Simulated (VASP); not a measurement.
Runs of VASP 6.6.1 on CoO. It takes space group Pm-3m (No. 221, cubic). The conventional cell has a = 2.571 Å, b = 2.571 Å, c = 2.571 Å, α = 90.00°, β = 90.00°, γ = 90.00°. Co (site symmetry m-3m) is surrounded by 8 O at 2.23 Å. Around O (site symmetry m-3m) lie 8 Co at 2.23 Å. Measurements of this composition are mostly on another form, of space group No. 225.

```csv
task,level,potentials or basis,spin,U,cell,k mesh,cutoff (eV),smearing,gap on the mesh (eV),pressure (GPa),moment (μB),V0 of scaled cells (Å³/atom),relaxed volume (Å³/atom),B0 (GPa)
equation of state,r2SCAN,"VASP PAW PBE potentials, release 64 (Co, O)","collinear, ferromagnetic start",-,as given,10 × 10 × 10,520,fermi-dirac 0.05 eV,-,-,-,8.93,-,216
single point,LDA+U,"VASP PAW LDA potentials, release 64 (Co, O)","collinear, random start",Co d U = 4 eV,as given,7 × 7 × 7,520,gaussian 0.05 eV,(c),-2.7,3.00,-,-,-
relaxation of cell and atoms,r2SCAN,"VASP PAW PBE potentials, release 64 (Co, O)","collinear, ferromagnetic start",-,relaxed,10 × 10 × 10,600,gaussian 0.05 eV,(a),0.0,3.00,-,8.91,-
equation of state,PBE,"VASP PAW PBE potentials, release 64 (Co, O)","collinear, ferromagnetic start",-,as given,10 × 10 × 10,520,fermi-dirac 0.05 eV,-,-,-,8.93,-,200
relaxation of cell and atoms,r2SCAN+D3(BJ),"VASP PAW PBE potentials, release 64 (Co, O)","collinear, ferromagnetic start",-,relaxed,10 × 10 × 10,600,gaussian 0.05 eV,(b),0.1,3.00,-,(d),-
single point,PBE+U,"VASP PAW PBE potentials, release 64 (Co, O)","collinear, random start",Co d U = 6 eV,as given,7 × 7 × 7,520,gaussian 0.05 eV,1.96,16.9,3.00,-,-,-
single point,LDA+U,"VASP PAW LDA potentials, release 64 (Co, O)",off,Co d U = 4 eV,as given,7 × 7 × 7,520,gaussian 0.05 eV,none,-27.3,-,-,-,-
single point,LDA,"VASP PAW LDA potentials, release 64 (Co, O)","collinear, ferromagnetic start",-,as given,7 × 7 × 7,520,gaussian 0.05 eV,none,-9.1,3.00,-,-,-
```

Problem. Fill in the values left out.

Solution. (a) 0.71; (b) 0.69; (c) 1.49; (d) 8.83.

Caveats: a cell with one magnetic atom can't hold antiferromagnetic order, which such compounds often take (some runs); the PAW data sets were made with another functional, which shifts forces and pressure a little (some runs); an odd mesh through Γ misses points on the zone boundary, where band edges often lie (some runs); an odd number of electrons without spin polarisation forces a metal (some runs); a magnetic or distorted state may lie lower (some runs); U without spin polarisation on a metal has little footing (some runs); semilocal functionals often make such compounds metallic where correlation or magnetic order opens a gap, which also shifts bond lengths (some runs).

A gap of «none» marks a metal or a gap under the smearing width.

Not every run made on this cell is shown here.
